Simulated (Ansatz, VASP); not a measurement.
## One calculation of LuH2 (ae), two programs

```
CELL_PARAMETERS angstrom
0.00000 2.48899 2.48899
2.48899 0.00000 2.48899
2.48899 2.48899 0.00000
ATOMIC_POSITIONS crystal
Lu 0.00000 0.00000 0.00000
H 0.25000 0.25000 0.25000
H 0.75000 0.75000 0.75000
```

Alike in both runs: task relaxation of cell and atoms; functional PBEsol; k mesh 14 × 14 × 14; occupations gaussian, width 0.1 eV; no spin polarisation.

```csv
,VASP,Ansatz
version,VASP 6.6.1,Ansatz 0.2.0
potentials or method,"VASP PAW PBE potentials, release 64 (Lu, H), cutoff 600 eV","scalar-relativistic, all-electron LAPW"
```

Ansatz gave:

| Quantity | Value |
| --- | --- |
| gap on the k mesh at the Fermi level, each at its own relaxed structure (eV) | none |
| relaxed volume (Å³/atom) | 10.15 |
| relaxed cell length with the largest relative difference (Å) | 3.506 |

Task: Which values does VASP return?

Result: gap on the k mesh at the Fermi level, each at its own relaxed structure (eV): none; relaxed volume (Å³/atom): 10.20; relaxed cell length with the largest relative difference (Å): 3.511.

A gap of «none» marks a metal or a gap that the smearing closes. Ansatz ran all-electron here, so the differences hold the error of VASP's frozen core and of both bases.

Caveats: the PAW data sets were made with another functional, which shifts forces and pressure a little (VASP). Spin-orbit coupling is left out, which matters for the levels of Lu.
